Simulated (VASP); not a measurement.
A run of VASP 6.6.1 is set up as follows.

Contents of INCAR:

```
ALGO     = Normal         # electronic algorithm
EDIFF    = 1E-7           # SCF threshold, eV
EDIFFG   = -0.005         # ionic threshold
ENCUT    = 300            # plane-wave cutoff, eV
GGA      = PS             # functional
IBRION   = 2              # ionic algorithm
ISIF     = 3              # what is computed and relaxed
ISMEAR   = 0              # smearing method
LASPH    = True           # aspherical terms in the spheres
LCHARG   = False          # write CHGCAR
LREAL    = False          # projectors in reciprocal space
LWAVE    = False          # write WAVECAR
NELM     = 80             # most SCF steps
NSW      = 90             # ionic steps
PREC     = Accurate       # precision mode
SIGMA    = 0.1            # smearing width, eV
```

The input KPOINTS:

```
k-points
0
Gamma
  12 12 12
```

File POSCAR:

```
Sr
1.0
    0.0000000000      3.0336031300      3.0336031300
    3.0336031300      0.0000000000      3.0336031300
    3.0336031300      3.0336031300      0.0000000000
Sr
1
Direct
    0.0000000000      0.0000000000      0.0000000000
```

Potentials or basis: VASP PAW PBE potentials, release 64 (Sr_sv).

Launch:

```sh
$ cat potpaw_PBE.64/Sr_sv/POTCAR > POTCAR
$ mpirun -np 1 vasp_std > vasp.out
```

Q: Estimate the relaxed volume.

A: 51.75 Å³/atom.

Q: What does it give for the space group after relaxing (to 0.05 Å)?

A: Fm-3m (No. 225).

Step by step:
```csv
step,energy change (eV),largest force (eV/Å),pressure (GPa),volume (Å³)
1,0.0000,0.0000,-0.86,55.83
2,-0.0094,0.0000,-0.40,53.45
3,-0.0116,0.0000,-0.02,51.85
4,-0.0116,0.0000,0.00,51.75
```

Caveat: the PAW data sets were made with another functional, which shifts forces and pressure a little.
